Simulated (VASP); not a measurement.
# Yb (Fm-3m) in VASP: further runs

The runs below take Yb through single point, with RPBE, LDA, PBEsol, PBE.

Program: VASP 6.6.1. These are calculated values, not measurements. Logs are shortened: lines on timing, memory, paths and dates and some standing lists are left out, and cuts for length are marked.

## Step 1: The structure

Symmetry: Fm-3m, No. 225, cubic system. The conventional cell has a = 5.486 Å, b = 5.486 Å, c = 5.486 Å, α = 90.00°, β = 90.00°, γ = 90.00°. Around Yb (site symmetry m-3m) lie 12 Yb at 3.88 Å.

## Step 2: Single point, RPBE, collinear spin, ferromagnetic start

The input, run.py:

```python
from ase.calculators.vasp import Vasp
from ase.dft.bandgap import bandgap
from ase.spacegroup import crystal

atoms = crystal(
    ['Yb'],
    basis=[[0.0, 0.0, 0.0]],
    spacegroup=225,
    setting=1,
    cellpar=[5.4862, 5.4862, 5.4862, 90.0, 90.0, 90.0],
    primitive_cell=True,
)
atoms.set_initial_magnetic_moments([1.0])
calc = Vasp(
    directory='calc',
    xc='rpbe',
    pp='PBE',
    setups='materialsproject',
    prec='Accurate',
    encut=520,
    ediff=1e-06,
    ismear=0,
    sigma=0.02,
    lreal=False,
    lasph=True,
    nelm=150,
    algo='Normal',
    isif=2,
    lwave=False,
    lcharg=False,
    ispin=2,
    lorbit=11,
    lmaxmix=6,
    kpts=[8, 8, 8],
    gamma=True,
    nbands=22,
)
atoms.calc = calc

print('energy (eV):', atoms.get_potential_energy())
print('free energy (eV):', atoms.get_potential_energy(force_consistent=True))
print('forces (eV/A):')
print(atoms.get_forces())
print('stress (eV/A^3, Voigt):', atoms.get_stress())
print('Fermi level (eV):', calc.get_fermi_level())
print('moment (muB):', atoms.get_magnetic_moment())
print('site moments (muB):', atoms.get_magnetic_moments())
gap, top, bottom = bandgap(calc)
print('band gap (eV):', gap, 'from (spin, k, band)', top, 'to', bottom)
```

Potentials or basis: VASP PAW PBE potentials, release 64 (Yb).

Command:

```console
$ python run.py
```

The log of the run:

```text
energy (eV): -3.28420379
free energy (eV): -3.28436775
forces (eV/A):
[[-0.  0. -0.]]
stress (eV/A^3, Voigt): [ 0.01181631  0.01181631  0.01181631 -0.          0.         -0.        ]
Fermi level (eV): 1.29552534
moment (muB): -0.0191968
site moments (muB): [-0.003]
band gap (eV): 0.0 from (spin, k, band) (None, None, None) to (None, None, None)
```

OUTCAR:

```text
ENCUT = 520.000000
   EDIFF = 1.00e-06
   GGA = RP
   PREC = Accurate
   ISIF = 2
   ISMEAR = 0
   ISPIN = 2
   LORBIT = 11
   NELM = 150
   LASPH = .TRUE.
   LREAL = .FALSE.

 ion  position               nearest neighbor table
   1  0.000  0.000  0.000-

  LATTYP: Found a face centered cubic cell.
 ALAT       =     5.4862000000

  Lattice vectors:

 A1 = (   0.0000000000,   2.7431000000,   2.7431000000)
 A2 = (   2.7431000000,   0.0000000000,   2.7431000000)
 A3 = (   2.7431000000,   2.7431000000,   0.0000000000)

Analysis of symmetry for initial positions (statically):
=====================================================================
 Subroutine PRICEL returns:
 Original cell was already a primitive cell.

 Routine SETGRP: Setting up the symmetry group for a
 face centered cubic supercell.

 Subroutine GETGRP returns: Found 48 space group operations
 (whereof 48 operations were pure point group operations)
 out of a pool of 48 trial point group operations.

The static configuration has the point symmetry O_h .

Analysis of symmetry for dynamics (positions and initial velocities):
=====================================================================
 Subroutine PRICEL returns:
 Original cell was already a primitive cell.

 Routine SETGRP: Setting up the symmetry group for a
 face centered cubic supercell.

 Subroutine GETGRP returns: Found 48 space group operations
 (whereof 48 operations were pure point group operations)
 out of a pool of 48 trial point group operations.

The dynamic configuration has the point symmetry O_h .

Analysis of structural, dynamic, and magnetic symmetry:
=====================================================================
 Subroutine PRICEL returns:
 Original cell was already a primitive cell.

 Routine SETGRP: Setting up the symmetry group for a
 face centered cubic supercell.

 Subroutine GETGRP returns: Found 48 space group operations
 (whereof 48 operations were pure point group operations)
 out of a pool of 48 trial point group operations.

The overall configuration has the point symmetry O_h .

 Subroutine INISYM returns: Found 48 space group operations
 (whereof 48 operations are pure point group operations),
 and found     1 'primitive' translations

----------------------------------------------------------------------------------------

                                     Primitive cell

  volume of cell :      41.2814

  direct lattice vectors                    reciprocal lattice vectors
     0.000000000  2.743100000  2.743100000    -0.182275528  0.182275528  0.182275528
     2.743100000  0.000000000  2.743100000     0.182275528 -0.182275528  0.182275528
     2.743100000  2.743100000  0.000000000     0.182275528  0.182275528 -0.182275528

  length of vectors
     3.879329223  3.879329223  3.879329223     0.315710475  0.315710475  0.315710475

  position of ions in fractional coordinates (direct lattice)
     0.000000000  0.000000000  0.000000000

  ion indices of the primitive-cell ions
[... 68 lines left out ...]
 SYSTEM =  unknown system
   PREC   = accura    normal or accurate (medium, high low for compatibility)
   ISTART =      0    job   : 0-new  1-cont  2-samecut
   ICHARG =      2    charge: 1-file 2-atom 10-const
   ISPIN  =      2    spin polarized calculation?
   LNONCOLLINEAR =      F non collinear calculations
   LSORBIT =      F    spin-orbit coupling
   LASPH  =      T    aspherical Exc in radial PAW
   ENCUT  =  520.0 eV  38.22 Ry    6.18 a.u.   7.21  7.21  7.21*2*pi/ulx,y,z
   NELM   =    150;   NELMIN=  2; NELMDL= -5     # of ELM steps
   EDIFF  = 0.1E-05   stopping-criterion for ELM
   LREAL  =      F    real-space projection
   EDIFFG = 0.1E-04   stopping-criterion for IOM
   NSW    =      0    number of steps for IOM
   IBRION =     -1    ionic relax: 0-MD 1-quasi-New 2-CG
   NFREE  =      0    steps in history (QN), initial steepest desc. (CG)
   ISIF   =      2    stress and relaxation
   ISYM   =      2    0-nonsym 1-usesym 2-fastsym
   POTIM  = 0.5000    time-step for ionic-motion
   TEBEG  =    0.0;   TEEND  =   0.0 temperature during run
   PSTRESS=    0.0 pullay stress
   NELECT =      24.0000    total number of electrons
   NUPDOWN=      -1.0000    fix difference up-down
   EMIN   =  10.00;   EMAX   =-10.00  energy-range for DOS
   EFERMI =   0.00;   METHOD = LEGACY
   ISMEAR =     0;   SIGMA  =   0.02  broadening in eV -4-tet -1-fermi 0-gaus
   EFERMI_NEDOS =   21; number of points for ismear=-14 and -15
   IALGO  =     38    algorithm
   IMIX   =      4    mixing-type and parameters
     AMIX     =   0.40;   BMIX     =  1.00
     AMIX_MAG =   1.60;   BMIX_MAG =  1.00
  volume/ion in A,a.u.               =      41.28       278.58
  Fermi-wavevector in a.u.,A,eV,Ry     =   1.366345  2.582017 25.400687  1.866898
  Thomas-Fermi vector in A             =   2.492493
   LORBIT       =     11    0 simple, 1 ext, 2 COOP (PROOUT), +10 PAW based schemes
   GGA     = RP    functional components
   LHFCALC =     F    Hartree Fock is set to
   AEXX    =    0.0000 exact exchange contribution
   IVDW    =     0    specifies the selected vdW correction
   LEPSILON=     F    determine dielectric tensor
   LRPA    =     F    only Hartree local field effects (RPA)
 spin polarized calculation
 Gauss-broadening in eV      SIGMA  =   0.02
  energy-cutoff  :      520.00
  volume of cell :       41.28
 maximum number of plane-waves:      1139
 NGX is ok and might be reduce to    30
   NGX = 15   NGY = 15   NGZ = 15

 number of electron      23.9999992 magnetization       0.0815520

 number of electron      23.9999992 magnetization      -0.0191968

 Free energy of the ion-electron system (eV)
  ---------------------------------------------------
  ext. energy  EPLUGINS =         0.00000000
  ---------------------------------------------------
  free energy    TOTEN  =        -3.28436775 eV

  energy without entropy =       -3.28403984  energy(sigma->0) =       -3.28420379

 E-fermi :   1.2955     XC(G=0):  -8.7061

 val. band max:        1.2016153643   @ k =  -0.3750   0.3750   0.0000
 cond. band min:       1.2972026757   @ k =  -0.3750   0.2500   0.1250
 fundamental gap:      0.0955873113
 Fermi energy:         1.2955253438

 spin component 1

 k-point     1 :       0.0000    0.0000    0.0000
  band No.  band energies     occupation
      1     -50.5656      1.00000
      2     -22.8228      1.00000
      3     -22.8228      1.00000
      4     -22.8228      1.00000
      5      -3.5460      1.00000
      6       0.8909      1.00000
[... 714 lines left out ...]
     21      15.8748      0.00000
     22      16.3040      0.00000
 Fermi energy:         1.2955253438

 spin component 2

 k-point     1 :       0.0000    0.0000    0.0000
  band No.  band energies     occupation
      1     -50.5664      1.00000
      2     -22.8239      1.00000
      3     -22.8239      1.00000
      4     -22.8239      1.00000
      5      -3.5696      1.00000
      6       0.8921      1.00000
[... 714 lines left out ...]
     21      15.8446      0.00000
     22      16.2840      0.00000

------------------------ aborting loop because EDIFF is reached ----------------------------------------

 total charge

# of ion       s       p       d       f       tot
--------------------------------------------------
    1        2.208   6.020   0.210  13.657  22.096

 magnetization (x)

# of ion       s       p       d       f       tot
--------------------------------------------------
    1        0.000  -0.003  -0.002   0.001  -0.003

  FORCE on cell =-STRESS in cart. coord.  units (eV):
  Direction    XX          YY          ZZ          XY          YZ          ZX
  --------------------------------------------------------------------------------------
  -------------------------------------------------------------------------------------
  Total       -0.4877942     -0.4877942     -0.4877942      0.0000000      0.0000000     -0.0000000
  in kB      -18.9318179    -18.9318179    -18.9318179      0.0000000      0.0000000     -0.0000000
  external PRESSURE =     -18.9318179 kB  Pullay stress =       0.0000000 kB

 VOLUME and BASIS-vectors are now :
 -----------------------------------------------------------------------------
  energy-cutoff  :      520.00
  volume of cell :       41.28
      direct lattice vectors                 reciprocal lattice vectors
     0.000000000  2.743100000  2.743100000    -0.182275528  0.182275528  0.182275528
     2.743100000  0.000000000  2.743100000     0.182275528 -0.182275528  0.182275528
     2.743100000  2.743100000  0.000000000     0.182275528  0.182275528 -0.182275528

 POSITION                                       TOTAL-FORCE (eV/Angst)
 -----------------------------------------------------------------------------------
      0.00000      0.00000      0.00000        -0.000000      0.000000     -0.000000
 -----------------------------------------------------------------------------------
    total drift:                               -0.000000     -0.000000     -0.000000

  FREE ENERGIE OF THE ION-ELECTRON SYSTEM (eV)
  ---------------------------------------------------
  free  energy   TOTEN  =        -3.2843677463 eV

  energy  without entropy=       -3.2840398370  energy(sigma->0) =       -3.28420379

 total charge

# of ion       s       p       d       f       tot
--------------------------------------------------
    1        2.208   6.020   0.210  13.657  22.096

 magnetization (x)

# of ion       s       p       d       f       tot
--------------------------------------------------
    1        0.000  -0.003  -0.002   0.001  -0.003
```

INCAR:

```text
ENCUT = 520.000000
SIGMA = 0.020000
EDIFF = 1.00e-06
ALGO = Normal
GGA = RP
PREC = Accurate
ISIF = 2
ISMEAR = 0
ISPIN = 2
LMAXMIX = 6
LORBIT = 11
NBANDS = 22
NELM = 150
LASPH = .TRUE.
LCHARG = .FALSE.
LWAVE = .FALSE.
LREAL = .FALSE.
MAGMOM = 1*1.0000
```

Wall time 2.7 min (1 thread of AMD EPYC 9R45 (Zen 5), shared host); peak memory 0.2 GiB.

What came out:

| Item | Value |
| --- | --- |
| Free energy | -3.2844 eV |
| Pressure | -1.9 GPa |
| Band gap on the k mesh | none (metal or under the smearing width) |
| Net moment | -0.02 μB per cell |
| Valence electrons inside the program's atomic spheres | Yb 22.10 |

Caveat: the PAW data sets were made with another functional, which shifts forces and pressure a little; spin-orbit coupling is left out, which moves the levels of the heavy elements. The state reached can hang on the start; a lower one may exist.

## Step 3: Single point, LDA, collinear spin, ferromagnetic start

The input, INCAR:

```
PREC = Accurate
ENCUT = 520
EDIFF = 1E-7
ISMEAR = 0
SIGMA = 0.02
LREAL = False
LASPH = True
NELM = 100
ALGO = Normal
ISIF = 2
LWAVE = False
LCHARG = True
ISPIN = 2
MAGMOM = 1
LORBIT = 11
LMAXMIX = 6
GGA = CA
LELF = True
LVHAR = True
```

The input, KPOINTS:

```
Automatic mesh
0
Gamma
  8 8 8
```

The input, POSCAR:

```
Yb
1.0
    0.0000000000      2.7431000000      2.7431000000
    2.7431000000      0.0000000000      2.7431000000
    2.7431000000      2.7431000000      0.0000000000
Yb
1
Direct
    0.0000000000      0.0000000000      0.0000000000
```

Potentials or basis: VASP PAW PBE potentials, release 64 (Yb).

Command:

```console
$ cat potpaw_PBE.64/Yb/POTCAR > POTCAR
$ mpirun -np 1 vasp_std > vasp.out
```

Wall time 2.8 min (1 thread of Intel Xeon Platinum 8488C (Sapphire Rapids), shared host); peak memory 0.19 GiB.

Results (log left out):

```
Free energy                                           : -3.9651 eV
Pressure                                              : -5.2 GPa
Band gap on the k mesh                                : none (metal or under the smearing width)
Net moment                                            : 0.00 μB per cell
Valence electrons inside the program's atomic spheres : Yb 22.02
```

Levels at points of the mesh, in eV from the Fermi level:
Spin up:
| k point | band 9 | band 10 | band 11 | band 12 | band 13 | band 14 | band 15 | band 16 |
| --- | --- | --- | --- | --- | --- | --- | --- | --- |
| (0.00, 0.00, 0.00) | -0.41 | -0.33 | -0.33 | -0.33 | 2.53 | 2.53 | 2.53 | 4.35 |
| (0.50, 0.00, 0.00) | -0.42 | -0.35 | -0.35 | -0.33 | 0.15 | 2.36 | 2.36 | 5.68 |
| (0.50, 0.50, 0.00) | -0.41 | -0.38 | -0.36 | -0.36 | 0.15 | 1.30 | 5.69 | 6.06 |
Spin down:
| k point | band 9 | band 10 | band 11 | band 12 | band 13 | band 14 | band 15 | band 16 |
| --- | --- | --- | --- | --- | --- | --- | --- | --- |
| (0.00, 0.00, 0.00) | -0.41 | -0.33 | -0.33 | -0.33 | 2.53 | 2.53 | 2.53 | 4.35 |
| (0.50, 0.00, 0.00) | -0.42 | -0.35 | -0.35 | -0.33 | 0.15 | 2.36 | 2.36 | 5.68 |
| (0.50, 0.50, 0.00) | -0.41 | -0.38 | -0.36 | -0.36 | 0.15 | 1.30 | 5.69 | 6.06 |

Caveat: the PAW data sets were made with another functional, which shifts forces and pressure a little; spin-orbit coupling is left out, which moves the levels of the heavy elements. The state reached can hang on the start; a lower one may exist.

## Step 4: Single point, PBEsol, collinear spin, ferromagnetic start

The input, INCAR:

```
PREC = Accurate
ENCUT = 520
EDIFF = 1E-7
ISMEAR = 0
SIGMA = 0.1
LREAL = False
LASPH = True
NELM = 120
ALGO = Normal
ISIF = 2
LWAVE = False
LCHARG = True
ISPIN = 2
MAGMOM = 1
LORBIT = 11
LMAXMIX = 6
GGA = PS
LELF = True
LVHAR = True
NBANDS = 22
```

The input, KPOINTS:

```
regular mesh
0
Gamma
  8 8 8
```

POSCAR is that of step 3.

Command:

```console
$ cat potpaw_PBE.64/Yb/POTCAR > POTCAR
$ mpirun -np 1 vasp_std > vasp.out
```

It took 2.7 min on 1 thread of Intel Xeon Platinum 8559C (Emerald Rapids), shared host; peak memory 0.25 GiB.

The run converged. Its results:

| Property | Result |
| --- | --- |
| Free energy | -3.8082 eV |
| Pressure | -3.5 GPa |
| Band gap on the k mesh | none (metal or under the smearing width) |
| Net moment | 0.00 μB per cell |
| Valence electrons inside the program's atomic spheres | Yb 22.05 |

Levels at points of the mesh, in eV from the Fermi level:
Spin up:
| k point | band 10 | band 11 | band 12 | band 13 | band 14 | band 15 |
| --- | --- | --- | --- | --- | --- | --- |
| (0.00, 0.00, 0.00) | -0.25 | -0.25 | -0.25 | 2.70 | 2.70 | 2.70 |
| (0.50, 0.00, 0.00) | -0.26 | -0.26 | -0.24 | 0.14 | 2.52 | 2.52 |
| (0.50, 0.50, 0.00) | -0.29 | -0.27 | -0.27 | 0.27 | 1.30 | 5.90 |
Spin down:
```
           k point  band 9  band 10  band 11  band 12  band 13  band 14  band 15  band 16
(0.00, 0.00, 0.00)   -0.32    -0.24    -0.24    -0.24     2.70     2.70     2.70     4.55
(0.50, 0.00, 0.00)   -0.33    -0.26    -0.26    -0.24     0.14     2.52     2.52     5.88
(0.50, 0.50, 0.00)   -0.32    -0.28    -0.27    -0.27     0.27     1.30     5.90     6.26
```

Caveat: the PAW data sets were made with another functional, which shifts forces and pressure a little; spin-orbit coupling is left out, which moves the levels of the heavy elements. The state reached can hang on the start; a lower one may exist.

## Step 5: Single point, PBE, collinear spin, ferromagnetic start

run.py, as its differences from that of step 2:

```diff
@@ -15,3 +15,3 @@
     directory='calc',
-    xc='rpbe',
+    xc='lda',
     pp='PBE',
@@ -35,3 +35,2 @@
     gamma=True,
-    nbands=22,
 )
```

Command:

```console
$ python run.py
```

Run time: 10 min. Hardware: 1 thread of Intel Xeon Platinum 8488C (Sapphire Rapids), shared host; peak memory 0.23 GiB.

It converged, with:

| Item | Value |
| --- | --- |
| Free energy | -3.5221 eV |
| Pressure | -3.3 GPa |
| Band gap on the k mesh | none (metal or under the smearing width) |
| Net moment | 0.02 μB per cell |
| Valence electrons inside the program's atomic spheres | Yb 22.05 |

Levels at points of the mesh, in eV from the Fermi level:
Spin up:
```tsv
k point	band 9	band 10	band 11	band 12	band 13	band 14	band 15	band 16
(0.00, 0.00, 0.00)	-0.34	-0.27	-0.27	-0.27	2.70	2.70	2.70	4.55
(0.50, 0.00, 0.00)	-0.35	-0.28	-0.28	-0.27	0.10	2.51	2.51	5.88
(0.50, 0.50, 0.00)	-0.34	-0.30	-0.29	-0.29	0.26	1.27	5.89	6.28
```
Spin down:
| k point | band 9 | band 10 | band 11 | band 12 | band 13 | band 14 | band 15 | band 16 |
| --- | --- | --- | --- | --- | --- | --- | --- | --- |
| (0.00, 0.00, 0.00) | -0.34 | -0.27 | -0.27 | -0.27 | 2.71 | 2.71 | 2.71 | 4.55 |
| (0.50, 0.00, 0.00) | -0.35 | -0.28 | -0.28 | -0.27 | 0.12 | 2.52 | 2.52 | 5.88 |
| (0.50, 0.50, 0.00) | -0.34 | -0.30 | -0.29 | -0.29 | 0.27 | 1.28 | 5.90 | 6.28 |

Caveat: ASE's xc='lda' writes no GGA tag, so the PBE potentials set the functional and the run is PBE; spin-orbit coupling is left out, which moves the levels of the heavy elements.

## Step 6: Single point, PBE, collinear spin, ferromagnetic start

The input, INCAR:

```
SYSTEM = Yb
PREC = Accurate ; ENCUT = 520
EDIFF = 1E-6 ; ISMEAR = -1
SIGMA = 0.05 ; LREAL = .False.
LASPH = .True. ; NELM = 100
ALGO = Normal ; ISIF = 2
LWAVE = .False. ; LCHARG = .True.
ISPIN = 2 ; MAGMOM = 2.5
LORBIT = 11 ; LMAXMIX = 6
GGA = PE ; LELF = .True.
LVHAR = .True. ; NBANDS = 22
```

The input, KPOINTS:

```
Automatic mesh
0
Gamma
  8 8 8
  0 0 0
```

POSCAR is that of step 4.

Potentials or basis: VASP PAW PBE potentials, release 64 (Yb).

Command:

```console
$ cat potpaw_PBE.64/Yb/POTCAR > POTCAR
$ mpirun -np 1 vasp_std > vasp.out
```

Run time: 3.1 min. Hardware: 1 thread of Intel Xeon 6975P-C (Granite Rapids), shared host; peak memory 0.24 GiB.

The run converged. Its results:

| Quantity | Value |
| --- | --- |
| Free energy | -3.5270 eV |
| Pressure | 0.8 GPa |
| Band gap on the k mesh | none (metal or under the smearing width) |
| Net moment | 0.01 μB per cell |
| Valence electrons inside the program's atomic spheres | Yb 22.05 |

Levels at points of the mesh, in eV from the Fermi level:
Spin up:
```csv
k point,band 10,band 11,band 12,band 13,band 14,band 15
"(0.00, 0.00, 0.00)",-0.29,-0.29,-0.29,2.72,2.72,2.72
"(0.50, 0.00, 0.00)",-0.30,-0.30,-0.29,0.12,2.53,2.53
"(0.50, 0.50, 0.00)",-0.32,-0.31,-0.31,0.28,1.29,5.90
```
Spin down:
```csv
k point,band 8,band 9,band 10,band 11,band 12,band 13,band 14,band 15,band 16,band 17
"(0.00, 0.00, 0.00)",-0.35,-0.35,-0.28,-0.28,-0.28,2.71,2.71,2.71,4.56,4.56
"(0.50, 0.00, 0.00)",-0.36,-0.36,-0.28,-0.28,-0.27,0.12,2.53,2.53,5.89,5.89
"(0.50, 0.50, 0.00)",-0.35,-0.35,-0.31,-0.29,-0.29,0.27,1.29,5.90,6.28,6.28
```

Caveat: spin-orbit coupling is left out, which moves the levels of the heavy elements. The state reached can hang on the start; a lower one may exist.

## Step 7: Summary

```tsv
level	smearing	gap on the mesh (eV)	pressure (GPa)	moment (μB)
RPBE	gaussian 0.02 eV	none	-1.9	0.02
LDA	gaussian 0.02 eV	none	-5.2	0.00
PBEsol	gaussian 0.1 eV	none	-3.5	0.00
PBE	gaussian 0.02 eV	none	-3.3	0.02
PBE	fermi-dirac 0.05 eV	none	0.8	0.01
```

Alike in all rows: task single point; potentials or basis VASP PAW PBE potentials, release 64 (Yb); spin collinear, ferromagnetic start; cell as given; k mesh 8 × 8 × 8; cutoff (eV) 520.

Every run on the cell as given and a fine mesh finds a metal. The pressure there spans -5.2 GPa (LDA) to 0.8 GPa (PBE); a positive pressure means that this level wants a larger cell, a negative one a smaller.

Caveats: spin-orbit coupling is left out, which moves the levels of the heavy elements; the PAW data sets were made with another functional, which shifts forces and pressure a little (some runs); ASE's xc='lda' writes no GGA tag, so the PBE potentials set the functional and the run is PBE (some runs).

Total energies depend on the potentials used, so only differences within one code and one set of settings carry meaning.
